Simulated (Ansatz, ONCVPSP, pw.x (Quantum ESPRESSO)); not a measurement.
**zirconium (Zr): one change to the ONCV potential, in the atom and in the fcc crystal**

zirconium, optimised norm-conserving Vanderbilt (ONCV), made with ONCVPSP 4.0.1.1 (patched build) (PBE, scalar-relativistic). Core [Kr], reference 4d2 5s2. Waves: 5s: rc 3.45 bohr, ncon 4, nbas 7, qcut 2 1/bohr, 2 projectors, debl 3.1 Ha; p scattering state at 0.09 Ha: rc 3.60 bohr, ncon 3, nbas 6, qcut 2.1 1/bohr, 2 projectors, debl 1.3 Ha; 4d: rc 1.95 bohr, ncon 4, nbas 6, qcut 4.4 1/bohr, 3 projectors, debl 2.4 Ha. Local part: polynomial inside 1.85 bohr (lpopt 5, dvloc0 4 Ha). Core correction: none.

In the p channel the program set the typed energies aside and used 0.050, 1.350 Ha.

Change: all radii scaled by about 1.03 (s 3.56, p 3.72, d 2.02 bohr); local potential polynomial inside 1.92 bohr (lpopt 5, dvloc0 4 Ha).

Cutoffs, loose and tight: the cutoffs (Ha) at which the residual kinetic energy of the hardest occupied pseudo-wave falls to 1 and 0.1 mHa per electron. They do not see the model core or the augmentation charge, which bear on the density cutoff. Test errors are all-electron minus pseudo excitation energies from the reference, over the configurations 4d2 5s1; 4d2 5s0; 4d1 5s0; 4d1 5s2; variants that change the core or the reference have their own tests.

Crystal test: fcc Zr in pw.x 7.5, no spin, 13³ k-points, Fermi–Dirac smearing 0.01 Ry, cutoffs set for each file from its atomic test. The reference is all-electron LAPW (Ansatz 0.2.0) with the same functional, mesh and smearing; V0 and B0 come from Birch–Murnaghan fits to the pressures at five volumes. Errors are pseudo minus all-electron; Δ is the rms difference of the E(V) curves that follow from these fits, minima aligned, over ±6 % about the mean V0. Mesh and smearing are coarse, so the numbers serve the comparison and aren't converged zero-temperature values; the lattice is a test structure that the element need not adopt.

All-electron: a0 = 4.534 Å (V0 = 23.31 Å³/atom), B0 = 89.0 GPa.

**Question.** Does the change bring the crystal closer to the all-electron result?

**Answer.** The mean pressure error goes from +0.76 to +0.94 GPa, so the change moves the solid further from the all-electron pressures.

| quantity | base | changed |
| --- | --- | --- |
| outcome (atom) | generated, projector energies reset by the program | generated, projector energies reset by the program |
| cutoff, loose (atom) | 24 Ha | 22 Ha |
| cutoff, tight (atom) | 30 Ha | 28 Ha |
| bound ghosts (atom) | none | none |
| largest test error (meV) (atom) | +354 | +335 |
| cutoffs in pw.x (Ry) | 70/280 | 70/280 |
| a0 (Å) | 4.549 | 4.552 |
| a0 error (%) | +0.32 | +0.39 |
| B0 error (%) | -6.7 | -6.7 |
| Δ (meV/atom) | 4.1 | 5.0 |
| mean pressure error (GPa) | +0.76 | +0.94 |

Base: The largest radius (3.60 bohr) exceeds half the bond length (3.03 bohr), so the spheres overlap, which is one possible source of error among others. Changed file: The largest radius (3.72 bohr) exceeds half the bond length (3.03 bohr), so the spheres overlap, which is one possible source of error among others.
